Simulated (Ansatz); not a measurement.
# Sb (I4/mmm) in Ansatz: notebook

Runs on Sb. Level: PBE. Tasks: single point.

All numbers are computed with Ansatz 0.2.0; they aren't measurements. Logs are shortened: lines on timing, memory, paths and dates and some standing lists are left out, and cuts for length are marked.

### 1 The structure

The structure is tetragonal, space group I4/mmm (No. 139). The conventional cell has a = 3.153 Å, b = 3.153 Å, c = 5.424 Å, α = 90.00°, β = 90.00°, γ = 90.00°. Sb (site symmetry 4/mmm) is surrounded by 12 Sb at 3.15 to 3.51 Å.

This isn't the form of Sb at room conditions, which is rhombohedral.

### 2 Single point, PBE

input.yaml reads:

```yaml
crystal:
  lattice:
    - [-1.5765401831, 1.5765401831, 2.7119384313]
    - [1.5765401831, -1.5765401831, 2.7119384313]
    - [1.5765401831, 1.5765401831, -2.7119384313]
  atoms:
    - { symbol: Sb, position: [0.0, 0.0, 0.0] }
hamiltonian:
  xc: pbe
  pseudopotentials: { kind: paw }
kpoints:
  mp_grid: { grid: [12, 12, 12] }
scf:
  occupations: { method: gaussian, width: 0.029 }
output:
  forces: true
  stress: true
  eigenvalues: true
```

Potentials or basis: Ansatz PAW.

The run is started by

```bash
> ansatz run input.yaml --threads 2 --pin off --max-ram 5632MiB --backend cpu --events-out ev --progress --plain --runs-dir out
```

The program printed:

```text
Warning: RAYON_NUM_THREADS=2 ignored (pool sized by the plan → 2); use --threads N
Engine: ansatz 0.2.0, x86_64-unknown-linux-gnu
Pseudopotentials: kind: paw
Pseudopotential: Sb, paw, valence charge 15, recommended cutoff 420 eV (normal), Sb.paw.azcp
Functional definition: PBE
  parameter kappa = 0.804
  parameter beta = 0.06672455060314922
  exchange = pbe_x(kappa = kappa, mu = beta*pi^2/3)
  correlation = pbe_c(beta = beta)
Crystal: 1 atoms, lattice volume = 26.962 Å³
Basis set: ecut = 420 eV, 517 PW (Γ), exchange–correlation on 48×48×48 points (8 copies of the dense FFT grid, shifted against one another)
Bands: 12, of which v1, the nominal top of the filled ones, is band 8 counted from 1 (7 counted from 0)
Symmetry: 16 space group operations
Space group: I4/mmm (ITA 139), of the structure as read, at distance tolerance 3.0e-5 Å
k-points: 163 of 1728
Non-local potential: Sb, projectors of the file, l = 0: 2, l = 1: 2, l = 2: 2, l = 3: 2
PAW form: soft (Blöchl's): semilocal exchange-correlation on the pseudo side does not see the compensation charge
PAW one-centre angular grid: Sb, 590 points (default); XC on 64 Gauss nodes
Initial density: superposition of atomic densities (neutral atoms: chi_scale 0, normalization atom), corrected by the library's trained network
Initial wavefunctions: pseudopotential atomic-orbital guess
Functional: x = pbe(κ = 0.804, μ = 0.2195149727645171), c = pbe(β = 0.06672455060314922)
SCF iter   1: F=—  HF=-6484.186032 eV  |F-HF|=—  |Δ(HF+E_count)|=         —  Δρ=1.16e-3  dr2=4.09e-4  ethr=1.77e-3  ⟨swp⟩=5.8  Hψ=11653  notcnv=0
preconditioner: auto → Kerker (q_TF=auto, 2.474 Å⁻¹)  [metal: Δε(μ)=0.021 eV  Ē_g=12.526 eV  σ=0.029 eV  W_gap=0.36  n_scr=10 (ndim 8)  ℏωp=16.0 eV  f_vac=0.000  D(μ)=0.99/eV (n_scr^D=10)]
SCF iter   2: F=—  HF=-6484.185390 eV  |F-HF|=—  |Δ(HF+E_count)|=   6.42e-4  Δρ=7.99e-4  dr2=2.08e-4  ethr=2.73e-6  ⟨swp⟩=2.0  Hψ=4611  notcnv=0  defer=9
SCF iter   3: F=—  HF=-6484.185376 eV  |F-HF|=—  |Δ(HF+E_count)|=   1.38e-5  Δρ=3.68e-4  dr2=4.73e-5  ethr=1.38e-6  ⟨swp⟩=2.0  Hψ=2885  notcnv=0  defer=9
SCF iter   4: F=—  HF=-6484.185373 eV  |F-HF|=—  |Δ(HF+E_count)|=   2.96e-6  Δρ=1.20e-4  dr2=2.44e-6  ethr=3.15e-7  ⟨swp⟩=2.1  Hψ=2277  notcnv=0  defer=9
SCF iter   5: F=—  HF=-6484.185372 eV  |F-HF|=—  |Δ(HF+E_count)|=   1.69e-6  Δρ=2.17e-5  dr2=1.43e-7  ethr=1.63e-8  ⟨swp⟩=2.0  Hψ=3088  notcnv=0  defer=9
SCF iter   6: F=-6484.185372 eV  HF=-6484.185372 eV  |F-HF|=1.81e-9  |Δ(HF+E_count)|=   3.07e-8  Δρ=3.24e-6  dr2=3.68e-9  ethr=6.67e-10  ⟨swp⟩=6.0  Hψ=8047  notcnv=0
SCF 1 converged in 6 iterations: F = -6484.185372 eV  dr2 = 3.68e-9
SCF converged after 6 iterations
Free energy (F): -6484.185372 eV
Harris-Foulkes:  -6484.185372 eV  (|F-HF|=1.81e-9)
Internal energy: -6484.184945 eV  (E = F + TS)
E sigma→0 (E₀):  -6484.185158 eV
Entropy (-TS):   -0.000427 eV (-0.427 meV/atom)
Fermi energy:    11.694577 eV
--- Per-component energies (eV) ---
  E_band       = -144.688211
  E_kinetic    = 206.723169
  E_local      = -1438.901687  (includes V_loc(G=0)·N_el)
  E_nonlocal   = 361.540235
  E_hartree    = 657.632537
  E_xc         = -138.597965
  E_vxc        = -96.433990  (∫ρ·V_xc dr)
  E_paw        = -4574.496417  (= ΣΔE_a)
  E_vpaw       = -492.878742  (= ΣTr[D̂ρ^β])
  E_aug_tail   = -0.000002  (compensation charges beyond the density's cutoff)
  E_ewald      = -1558.084815
  E_smearing   = -0.000427  (= −TS)
  E_closure    = 0.000000  (closes the sum)
  Σ components = -6484.185372   (vs F -6484.185372, Δ=0.00e0)
--- Forces (eV/Å), atoms counted from 1 ---
  atom   1  Sb     0.00000000     0.00000000     0.00000000
  max |Σ_I F_I| component: 4.93e-32 eV/Å
--- Stress (GPa, compression-positive) ---
        2.011447       0.000000      -0.000000
        0.000000       2.011447      -0.000000
        0.000000      -0.000000       1.335900
  P = ⅓ Tr σ = 1.7863 GPa (17.863 kbar)
--- Band table (eV; the first three rows and the last of 163) ---
  k-point 0: bands = ["-17.7120", "-17.6772", "-17.6396", "-17.6396", "-17.5788", "-1.2853", "16.3053", "17.1000", "17.1000", "21.5682", "22.2355", "22.7699"]
  k-point 1: bands = ["-17.6990", "-17.6724", "-17.6432", "-17.6380", "-17.5834", "-1.0754", "15.9281", "16.0586", "16.3002", "20.5671", "22.0253", "22.9086"]
  k-point 2: bands = ["-17.6634", "-17.6596", "-17.6528", "-17.6333", "-17.5962", "-0.4475", "14.3328", "14.6964", "14.9935", "18.9451", "22.0489", "22.1907"]
  k-point 162: bands = ["-17.7305", "-17.6875", "-17.5891", "-17.5891", "-17.5662", "2.4002", "5.9981", "13.7832", "13.7832", "17.6743", "17.8414", "32.8371"]
```

It took 1.9 s on 2 threads of Intel Xeon Platinum 8259CL at 2.50GHz (Skylake/Cascade Lake), shared host; peak memory 0.39 GiB.

What came out:

| Quantity | Value |
| --- | --- |
| Free energy | -6484.1854 eV |
| Pressure | 1.8 GPa |
| Band gap on the k mesh | none (metal or under the smearing width) |

### 3 Single point, PBE

Changes to input.yaml since step 2:

```diff
@@ -13,3 +13,3 @@
 scf:
-  occupations: { method: gaussian, width: 0.029 }
+  occupations: { method: gaussian, width: 0.03 }
 output:
```

Potentials or basis: Ansatz PAW.

The run is started by

```bash
> ansatz run input.yaml --threads 2 --pin off --max-ram 5632MiB --backend cpu --events-out ev --progress --plain --runs-dir out
```

Run time: 1.8 s. Hardware: 2 threads of Intel Xeon Platinum 8259CL at 2.50GHz (Skylake/Cascade Lake), shared host; peak memory 0.39 GiB.

The run converged. Its results:

```yaml
Free_energy: -6484.1854 eV
Pressure: 1.8 GPa
Band_gap_on_the_k_mesh: none (metal or under the smearing width)
```

Stress tensor (GPa, compression positive):
```
2.01 0.00 0.00
0.00 2.01 0.00
0.00 0.00 1.34
```

Levels at points of the mesh, in eV from the Fermi level:
```
              k point  band 6  band 7  band 8  band 9  band 10  band 11
   (0.00, 0.00, 0.00)  -12.98    4.61    5.41    5.41     9.87    10.54
  (0.00, 0.00, -0.50)   -6.67   -4.42   -1.05    0.57     3.46     4.38
  (0.00, -0.50, 0.00)   -9.15   -5.83    1.75    5.34     6.19    10.39
(-0.50, -0.50, -0.50)   -9.29   -5.70    2.09    2.09     5.98     6.15
```

The run has no spin-orbit coupling, so splittings on Sb are missing.
